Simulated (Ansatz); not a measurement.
# Pt: the cost of one run

Method: DFT PBE, scalar-relativistic, plane waves, PAW, in Ansatz 0.2.0.

## Step 1: The starting structure

The structure is trigonal, space group R-3m (No. 166). Conventional cell: a = 2.975 Å, b = 2.975 Å, c = 21.570 Å, α = 90.00°, β = 90.00°, γ = 120.00°. Pt (site symmetry -3m) is surrounded by 12 Pt at 2.95 to 2.98 Å. Pt (site symmetry 3m) is surrounded by 12 Pt at 2.95 to 2.98 Å.

Coordinates:

```cif
data_structure
_symmetry_space_group_name_H-M 'P 1'
_symmetry_Int_Tables_number 1
_cell_length_a 7.3923
_cell_length_b 7.3923
_cell_length_c 7.3923
_cell_angle_alpha 23.220
_cell_angle_beta 23.220
_cell_angle_gamma 23.220
_cell_volume 55.12
loop_
_atom_site_label
_atom_site_type_symbol
_atom_site_fract_x
_atom_site_fract_y
_atom_site_fract_z
_atom_site_occupancy
Pt1 Pt 0.00000 0.00000 0.00000 1
Pt2 Pt 0.22222 0.22222 0.22222 1
Pt3 Pt 0.77778 0.77778 0.77778 1
```

(A quick probe on a coarse mesh, which set the mesh and smearing, is not shown.)

## Step 3: Rough relaxation on the coarse mesh

File input.yaml:

```yaml
crystal:
  lattice:
    - [1.4876971135, 0.8589223289, 7.1899468003]
    - [-1.4876971135, 0.8589223289, 7.1899468003]
    - [0.0, -1.717844658, 7.1899468003]
  atoms:
    - { symbol: Pt, position: [0.0, 0.0, 0.0] }
    - { symbol: Pt, position: [0.22222, 0.22222, 0.22222] }
    - { symbol: Pt, position: [0.77778, 0.77778, 0.77778] }
basis:
  ecutwfc: 420
kpoints:
  mp_grid: { grid: [6, 6, 6] }
hamiltonian:
  xc: pbe
scf:
  occupations: { method: gaussian, width: 0.1 }
  lower_state_search: "off"
output:
  forces: true
  stress: true
  eigenvalues: true
relax:
  adjacent_minimum: "off"
  f_tol: 0.04
  max_steps: 70
  cell: { stress_tol: 0.4 }
```

**Question.** How long does this run take on 1 thread of an Arm CPU, shared host, and how much memory does it need?

About 17 s, with a peak of 0.33 GiB.
